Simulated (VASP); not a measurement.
# Br: single point with PBE

Crystal: Br.

```
Br
1.0
    -1.42349    1.42349    3.57752
     1.42349   -1.42349    3.57752
     1.42349    1.42349   -3.57752
Br
1
Cartesian
  0.0000 0.0000 0.0000
```

```
Program                : VASP 6.6.1
Task                   : single point
Functional             : PBE
Potentials or basis    : VASP PAW PBE potentials, release 64 (Br_GW)
Cutoff                 : 350 eV
k mesh                 : 7 × 7 × 7
Occupations            : gaussian, width 0.02 eV
Spin                   : no spin polarisation
Further INCAR settings : ALGO = Fast; EDIFF = 1e-06
```

```json
{
 "Pressure": "1.5 GPa",
 "Band gap on the k mesh": "none (metal or under the smearing width)"
}
```

Stress tensor (GPa, compression positive):
```
1.53 0.00 0.00
0.00 1.53 0.00
0.00 0.00 1.41
```

Levels at points of the mesh, in eV from the Fermi level:
```csv
k point,band 1,band 2,band 3,band 4,band 5,band 6,band 7
"(0.00, 0.00, 0.00)",-16.07,-2.10,1.15,1.15,5.63,10.04,10.50
```

Wall time 9.6 s on 1 thread of AMD EPYC 7R43 64-Core Processor (Zen 3) (shared host), peak memory 0.11 GiB.

Caveat: the k mesh is coarse (spacing up to 0.45 Å⁻¹), so the values aren't converged; an odd number of electrons without spin polarisation forces a metal; a magnetic or distorted state may lie lower.
